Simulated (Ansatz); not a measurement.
Runs of Ansatz 0.2.0 on CuI (Marshite). Symmetry: F-43m, No. 216, cubic system. Conventional cell: a = 6.063 Å, b = 6.063 Å, c = 6.063 Å, α = 90.00°, β = 90.00°, γ = 90.00°. Around I (site symmetry -43m) lie 4 Cu at 2.63 Å. Around Cu (site symmetry -43m) lie 4 I at 2.63 Å. 

```tsv
task	level	potentials or basis	U	cell	k mesh	cutoff (eV)	smearing	basis error allowed	gap on the mesh (eV)	pressure (GPa)	relaxed volume (Å³/atom)
density of states	PBEsol+U	all-electron LAPW, scalar-relativistic	Cu d U = 8 eV	as given	8 × 8 × 8	283	fermi-dirac 0.05 eV	0.001 eV/atom	2.14	-1.2	-
relaxation of cell and atoms	BLYP+D4	all-electron LAPW, scalar-relativistic	-	relaxed	8 × 8 × 8	-	fermi-dirac 0.05 eV	0.001 eV/atom	1.23	0.0	(a)
relaxation of cell and atoms	PBEsol+D4	all-electron LAPW, scalar-relativistic	-	relaxed	8 × 8 × 8	-	fermi-dirac 0.05 eV	0.001 eV/atom	1.24	0.0	25.56
Born charges and dielectric tensor	LDA	all-electron PAW datasets made for the crystal	-	as given	8 × 8 × 8	250	fixed	-	(b)	-	-
relaxation of cell and atoms	PBE+D3(BJ)	all-electron LAPW, scalar-relativistic	-	relaxed	8 × 8 × 8	-	fermi-dirac 0.05 eV	0.001 eV/atom	1.24	0.0	26.62
relaxation of cell and atoms	BLYP	all-electron LAPW, scalar-relativistic	-	relaxed	8 × 8 × 8	-	fermi-dirac 0.05 eV	0.001 eV/atom	0.93	0.0	30.54
relaxation of cell and atoms	PBE+D4	all-electron LAPW, scalar-relativistic	-	relaxed	8 × 8 × 8	-	fermi-dirac 0.05 eV	0.001 eV/atom	1.25	0.0	26.60
single point	PBE	all-electron LAPW, scalar-relativistic	-	as given	5 × 5 × 5	248	fermi-dirac 0.03 eV	0.003 eV/atom	1.12	(c)	-
Born charges and dielectric tensor	PBEsol	all-electron PAW datasets made for the crystal	-	as given	8 × 8 × 8	250	fixed	-	1.01	-	-
relaxation of cell and atoms	BLYP+D3(BJ)	all-electron LAPW, scalar-relativistic	-	relaxed	8 × 8 × 8	-	fermi-dirac 0.05 eV	0.001 eV/atom	1.28	0.0	26.71
single point	PBEsol	all-electron PAW datasets made for the crystal	-	as given	6 × 6 × 6	220	fermi-dirac 0.05 eV	-	1.01	-2.6	-
```

Alike in all rows: no spin polarisation.

Q: Estimate the missing entries.

A: (a) 27.21; (b) 0.94; (c) 0.4.

Caveats: spin-orbit coupling is left out, which moves the levels of the heavy elements; the program warned that the printed levels may be off, so bands, gaps and densities of states are rough (some runs); U is the effective U less J, on atomic orbitals that reach past the spheres (some runs); an odd mesh through Γ misses points on the zone boundary, where band edges often lie (some runs).

A k mesh can miss the band edges, and the runs leave out spin-orbit coupling on I.

Not every run made on this cell is shown here.
